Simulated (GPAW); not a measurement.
# GaP (F-43m) in GPAW: settings compared

One crystal, GaP, is run at these levels: PBEsol, PBE+D3(BJ); tasks: equation of state.

Program: GPAW 26.7.0. These are calculated values, not measurements. Logs are shortened: lines on timing, memory, paths and dates and some standing lists are left out, and cuts for length are marked. The log counts tension as positive stress, the text compression.

**The experiment to reproduce.**

“Phosphorous dimerization in GaP at high pressure”, 2017, arxiv:1709.06667 reports, for a bulk crystal of GaP: bulk modulus 87.5 ± 0.6 GPa.

The runs below are set against these values where they give the same quantity.

### 1 The structure

Symmetry: F-43m, No. 216, cubic system. Conventional cell: a = 5.450 Å, b = 5.450 Å, c = 5.450 Å, α = 90.00°, β = 90.00°, γ = 90.00°. Ga (site symmetry -43m) has 4 P at 2.36 Å as nearest neighbours. Around P (site symmetry -43m) lie 4 Ga at 2.36 Å.

### 2 Equation of state, PBEsol

Input file run.py:

```python
from ase.eos import EquationOfState
from ase.io import Trajectory, read
from ase.units import GPa
from gpaw import GPAW, PW, setup_paths

setup_paths.insert(0, '.')

atoms = read('GaP.cif')

traj = Trajectory('eos.traj', 'w')
volumes, energies = [], []
for x in [0.94, 0.96, 0.98, 1.0, 1.02, 1.04, 1.06]:
    a = atoms.copy()
    a.set_cell(atoms.cell * x**(1 / 3), scale_atoms=True)
    calc = GPAW(mode=PW(600),
                xc='PBEsol',
                kpts={'size': (8, 8, 8), 'gamma': True},
                occupations={'name': 'fermi-dirac', 'width': 0.05},
                nbands=11,
                convergence={'density': 1e-05, 'energy': 1e-05},
                maxiter=150,
                txt=f'eos-{x:.2f}.txt')
    a.calc = calc
    energies.append(a.get_potential_energy(force_consistent=True))
    volumes.append(a.get_volume())
    p = -a.get_stress()[:3].mean() / GPa
    calc.write(f'eos-{x:.2f}.gpw')
    traj.write(a)
    print(f'{x:.2f} {volumes[-1]:10.4f} A^3 {energies[-1]:14.6f} eV {p:9.3f} GPa', flush=True)

v0, e0, B = EquationOfState(volumes, energies, eos='birchmurnaghan').fit()
print(f'V0 = {v0:.4f} A^3, E0 = {e0:.6f} eV, B0 = {B / GPa:.2f} GPa')
```

Input file GaP.cif:

```cif
data_GaP
_cell_length_a 3.85408551
_cell_length_b 3.85408551
_cell_length_c 3.85408551
_cell_angle_alpha 60.00000000
_cell_angle_beta 60.00000000
_cell_angle_gamma 60.00000000
_space_group_name_H-M_alt 'P1'
_space_group_name_Hall 'P 1'
_space_group_IT_number 1
loop_
_space_group_symop_operation_xyz
'x,y,z'
loop_
_atom_site_label
_atom_site_type_symbol
_atom_site_symmetry_multiplicity
_atom_site_Wyckoff_symbol
_atom_site_fract_x
_atom_site_fract_y
_atom_site_fract_z
_atom_site_occupancy
Ga1 Ga 1 a 0.0000000000 0.0000000000 0.0000000000 1
P1 P 1 a 0.7500000000 0.7500000000 0.7500000000 1
```

Potentials or basis: PAW data sets generated in the run's folder for this functional, pw.

On the command line:

```console
$ gpaw-setup -f PBEsol Ga P
$ OMP_NUM_THREADS=1 python run.py
```

What it wrote:

```text
__  _  _
 | _ |_)|_||  |
 |__||  | ||/\| - 26.7.0

Input parameters:
  mode=PW(ecut=600.0),
  convergence={'density': 1e-05, 'energy': 1e-05},
  kpts=MonkhorstPack(size=(8, 8, 8), gamma=True),
  maxiter=150,
  nbands=11,
  occupations=Occupations(name='fermi-dirac', width=0.05),
  xc=XC(name='PBEsol')

Diagonalizing LCAO Hamiltonian
Converting LCAO to pw mode

                       P

       Ga

Atoms  # Å, Bohr magnetons
|   | symbol |        x |        y |        z |    initial magnetic moments |
|---|--------|----------|----------|----------|-----------------------------|
| 0 |     Ga | 0.000000 | 0.000000 | 0.000000 | ( 0.0000,  0.0000,  0.0000) |
| 1 |      P | 5.663113 | 3.269600 | 2.311956 | ( 0.0000,  0.0000,  0.0000) |

Unit cell  # Å
| periodic |        x |        y |        z |  lengths |    angles |
|----------|----------|----------|----------|----------|-----------|
|      yes | 3.775409 | 0.000000 | 0.000000 | 3.775409 | 60.000000 |
|      yes | 1.887704 | 3.269600 | 0.000000 | 3.775409 | 60.000000 |
|      yes | 1.887704 | 1.089867 | 3.082608 | 3.775409 | 60.000000 |

Number of symmetries: 24
Symmetry operations  # r_c * U_cc + t_c -> r_c
|    | kind |            matrix            |
|----|------|------------------------------|
|  0 |  E   |  1, 0, 0,  0, 1, 0,  0, 0, 1 |
|  1 |  σ   |  1, 0, 0,  0, 0, 1,  0, 1, 0 |
|  2 |  σ   |  1, 0,-1,  0, 1,-1,  0, 0,-1 |
|  3 |  C3  |  1, 0,-1,  0, 0,-1,  0, 1,-1 |
|  4 |  C3  |  1,-1, 0,  0,-1, 1,  0,-1, 0 |
|  5 |  σ   |  1,-1, 0,  0,-1, 0,  0,-1, 1 |
|  6 |  σ   |  0, 1, 0,  1, 0, 0,  0, 0, 1 |
|  7 |  C3  |  0, 1, 0,  0, 0, 1,  1, 0, 0 |
|  8 |  C2  |  0, 1,-1,  1, 0,-1,  0, 0,-1 |
|  9 |  S4  |  0, 1,-1,  0, 0,-1,  1, 0,-1 |
| 10 |  C3  |  0, 0, 1,  1, 0, 0,  0, 1, 0 |
| 11 |  σ   |  0, 0, 1,  0, 1, 0,  1, 0, 0 |
| 12 |  S4  |  0, 0,-1,  1, 0,-1,  0, 1,-1 |
| 13 |  C3  |  0, 0,-1,  0, 1,-1,  1, 0,-1 |
| 14 |  S4  |  0,-1, 1,  1,-1, 0,  0,-1, 0 |
| 15 |  C2  |  0,-1, 1,  0,-1, 0,  1,-1, 0 |
| 16 |  C3  |  0,-1, 0,  1,-1, 0,  0,-1, 1 |
| 17 |  S4  |  0,-1, 0,  0,-1, 1,  1,-1, 0 |
| 18 |  S4  | -1, 1, 0, -1, 0, 1, -1, 0, 0 |
| 19 |  C3  | -1, 1, 0, -1, 0, 0, -1, 0, 1 |
| 20 |  C3  | -1, 0, 1, -1, 1, 0, -1, 0, 0 |
| 21 |  S4  | -1, 0, 1, -1, 0, 0, -1, 1, 0 |
| 22 |  σ   | -1, 0, 0, -1, 1, 0, -1, 0, 1 |
| 23 |  C2  | -1, 0, 0, -1, 0, 1, -1, 1, 0 |

BZ-sampling:
  Number of BZ points: 512
  Number of IBZ points: 29

  Monkhorst-Pack size: [8, 8, 8]
  Monkhorst-Pack shift: [0.0625, 0.0625, 0.0625]

K-points  # in reciprocal-cell coordinates
|     |                                coordinates |     weight |
|-----|--------------------------------------------|------------|
|   0 | (  0.00000000,   0.00000000,   0.00000000) | 0.00195312 |
|   1 | (  0.12500000,   0.12500000,   0.00000000) | 0.01171875 |
|   2 | (  0.12500000,   0.12500000,   0.12500000) | 0.01562500 |
|   3 | (  0.25000000,   0.12500000,   0.12500000) | 0.02343750 |
|   4 | (  0.25000000,   0.25000000,   0.00000000) | 0.01171875 |
|   5 | (  0.25000000,   0.25000000,   0.12500000) | 0.04687500 |
|   6 | (  0.25000000,   0.25000000,   0.25000000) | 0.01562500 |
|   7 | (  0.37500000,   0.25000000,  -0.37500000) | 0.04687500 |
|   8 | (  0.37500000,   0.25000000,   0.12500000) | 0.04687500 |
|   9 | (  0.37500000,   0.25000000,   0.25000000) | 0.04687500 |
| ... |                                            |            |
|  28 | (  0.50000000,   0.50000000,   0.50000000) | 0.00781250 |

Plane wave coefficients: 1287
Cutoff: 600.0 eV

Spin-components: 1 (collinear spins)
Bands:           11
Projectors:      10
Spin-degeneracy: 2
Datatype:        complex128

Parallelization:
  kpt:    1
  domain: 1
  band:   1

Density:
  Valence electrons: 8.0
  Components: 1
  Grid points: [24 24 24]
  Charge: 0.0  # |e|

Potential:
  Grid points: [24 24 24]

species:
  Ga:
    name:    Gallium
    Z:       31.0
    valence: 3
    core:    28
    charge:  0.0  # [|e|]
    compensation charges:
      type: gauss
      rc: 0.37  # [Å]
      lmax: 2
    cutoffs:
      filter: 2.06  # [Å]
      core: 4.17  # [Å]
    projectors
    | kind |    occ | energy [eV] | rcut [Å] |
    |------|--------|-------------|----------|
    |   4s |  2.000 |      -8.959 |    1.164 |
    |   4p |  1.000 |      -2.572 |    1.164 |
    |    s |        |      18.252 |    1.164 |
    |    p |        |      24.640 |    1.164 |
    |    d |        |       0.000 |    1.164 |

    Using partial waves for Ga as LCAO basis

  P:
    name:    Phosphorus
    Z:       15.0
    valence: 5
    core:    10
    charge:  0.0  # [|e|]
    compensation charges:
      type: gauss
      rc: 0.30  # [Å]
      lmax: 2
    cutoffs:
      filter: 1.69  # [Å]
      core: 1.81  # [Å]
    projectors
    | kind |    occ | energy [eV] | rcut [Å] |
    |------|--------|-------------|----------|
    |   3s |  2.000 |     -13.916 |    0.953 |
    |   3p |  3.000 |      -5.479 |    0.953 |
    |    s |        |      13.296 |    0.953 |
    |    p |        |      21.732 |    0.953 |
    |    d |        |       0.000 |    0.953 |

    Using partial waves for P as LCAO basis

Reference energy: -62131.327136  # eV

eigensolver:
  PPCG
  Converge bands: occupied
  niter=2

density mixing:
  MSR1-Mixer
  Pratt-step length: 0.05
  Maximum mixing coefficient: 0.75
  Old densities: 10
  SVD Regularization: 0.005
  Good broyden scale: 1.0
  Trust region scale: 1.0
  Backstep threshold: 4.0
  History deletion threshold: 6.0
  Fourier metric: weight=20.0, sigma=0.015

occupation numbers:
  Fermi-Dirac:
    width: 0.0500  # eV

poisson solver:
  ecut: 4800.0  # eV

xc functional:
  name: PBEsol with 2 nearest neighbor stencil

convergence criteria:
[... 6 lines left out ...]
|iter     | |      energy | eigst |  dens |
|---------|-|-------------|-------|-------|
|iter:   1| |   -9.948999 | -0.24 |       |
|iter:   2| |   -9.915533 | -2.33 | -0.85 |
|iter:   3| |   -9.752892 | -1.89 | -0.88 |
|iter:   4| |   -9.752533 | -3.34 | -1.54 |
|iter:   5| |   -9.752730 | -4.42 | -2.09 |
|iter:   6| |   -9.752759 | -5.73 | -2.79 |
|iter:   7| |   -9.752760c| -7.28 | -3.80 |
|iter:   8| |   -9.752760c| -7.64c| -4.30 |
|iter:   9| |   -9.752760c| -8.70c| -5.36c|

Converged in 9 steps
Energy contributions relative to reference atoms: (reference = -62131.327136)

Energy contributions:
  Kinetic:          32.459510
  Coulomb:         -28.216064
  Zero:              0.011616
  External:          0.000000
  Xc:              -14.007822
  Entropy:          -0.000000
  Spinorbit:         0.000000
  ----------------------------
  Free energy:      -9.752760
  Extrapolated:     -9.752760

dipole moment: (-14.793520, -8.541043, -6.039429)  # |e|*Ang

Fermi level: 6.222
Eigenvalues  # (at kpt = [0.000, 0.000, 0.000])
| band index |      eig [eV] | occ [0-2] |
|------------|---------------|-----------|
|          0 |        -7.436 |     2.000 |
|          1 |         5.539 |     2.000 |
|          2 |         5.539 |     2.000 |
|          3 |         5.539 |     2.000 |
|          4 |         7.874 |     0.000 |
|          5 |         9.388 |     0.000 |
|          6 |         9.388 |     0.000 |
|          7 |         9.388 |     0.000 |
|          8 |        14.477 |     0.000 |
|          9 |        15.287 |     0.000 |
|         10 |        15.287 |     0.000 |

Gap: 1.392 eV
Transition (v -> c):
  (s=0, k=0, n=3, [0.00, 0.00, 0.00]) -> (s=0, k=24, n=4, [0.50, 0.50, 0.00])
Direct/indirect transitions are different
Direct gap: 2.335 eV
Transition at: (s=0, k=0, n=3, [0.00, 0.00, 0.00])

Stress tensor  # eV/Ang^3
|         x |         y |         z |
|-----------|-----------|-----------|
| -0.051435 |  0.000000 |  0.000000 |
|  0.000000 | -0.051435 |  0.000000 |
|  0.000000 |  0.000000 | -0.051435 |

# Writing to eos-0.94.gpw (mode='')
```

Run time: 55 s. Hardware: 1 thread of Intel Xeon at 2.60GHz (Ice Lake), shared host; peak memory 0.19 GiB.

Results:

* Equilibrium volume: 20.59 Å³/atom
* Bulk modulus: 87 GPa
* Pressure derivative of the bulk modulus: 4.6

Energy against volume, from the lowest point:
```csv
volume (Å³/atom),energy (meV/atom)
19.026,37.49
19.431,19.81
19.836,8.07
20.240,1.65
20.645,0.00
21.050,2.62
21.455,9.07
```

Caveat: the data sets keep Ga 3d, Li 1s and Be 1s frozen, and some such compounds lay over 1.5 % in volume off other programs.

### 3 Equation of state, PBE+D3(BJ)

run.py, as its differences from that of step 2:

```diff
@@ -1,9 +1,17 @@
+from ase.calculators.mixing import SumCalculator
 from ase.eos import EquationOfState
-from ase.io import Trajectory, read
+from ase.io import Trajectory
+from ase.spacegroup import crystal
 from ase.units import GPa
-from gpaw import GPAW, PW, setup_paths
+from dftd3.ase import DFTD3
+from gpaw import GPAW, PW
 
-setup_paths.insert(0, '.')
-
-atoms = read('GaP.cif')
+# Ga 4a
+# P 4c
+atoms = crystal(['Ga', 'P'],
+                basis=[[0.0, 0.0, 0.0],
+                       [0.25, 0.25, 0.25]],
+                spacegroup=216, setting=1,  # F-43m
+                cellpar=[5.4505, 5.4505, 5.4505, 90.0, 90.0, 90.0],
+                primitive_cell=True)
 
@@ -15,3 +23,3 @@
     calc = GPAW(mode=PW(600),
-                xc='PBEsol',
+                xc='PBE',
                 kpts={'size': (8, 8, 8), 'gamma': True},
@@ -22,4 +30,4 @@
                 txt=f'eos-{x:.2f}.txt')
-    a.calc = calc
-    energies.append(a.get_potential_energy(force_consistent=True))
+    a.calc = SumCalculator([calc, DFTD3(method='pbe', damping='d3bj')])
+    energies.append(a.get_potential_energy())
     volumes.append(a.get_volume())
```

Potentials or basis: GPAW PAW data sets (gpaw-data 1.2.1), pw.

On the command line:

```console
$ OMP_NUM_THREADS=1 python run.py
```

Wall time 50 s (1 thread of AMD EPYC 7B13 (Zen 3), shared host); peak memory 0.23 GiB.

It converged, with:

- Equilibrium volume: 20.66 Å³/atom
- Bulk modulus: 86 GPa
- Pressure derivative of the bulk modulus: 4.6

Energy against volume, from the lowest point:
| volume (Å³/atom) | energy (meV/atom) |
| --- | --- |
| 19.026 | 40.42 |
| 19.431 | 21.99 |
| 19.836 | 9.50 |
| 20.240 | 2.36 |
| 20.645 | 0.00 |
| 21.050 | 1.92 |
| 21.455 | 7.67 |

Caveat: the data sets keep Ga 3d, Li 1s and Be 1s frozen, and some such compounds lay over 1.5 % in volume off other programs.

### 4 Against experiment

Step 2. A measured bulk modulus of GaP is 87.5 GPa (“Phosphorous dimerization in GaP at high pressure”, 2017, arxiv:1709.06667); the calculated 87 GPa misses it by -0.4 %. The fit is for a static lattice scaled at fixed shape and fixed fractional positions.

Step 3. A measured bulk modulus of GaP is 87.5 GPa (“Phosphorous dimerization in GaP at high pressure”, 2017, arxiv:1709.06667); the calculated 86 GPa misses it by -1.6 %. The fit is for a static lattice scaled at fixed shape and fixed fractional positions.
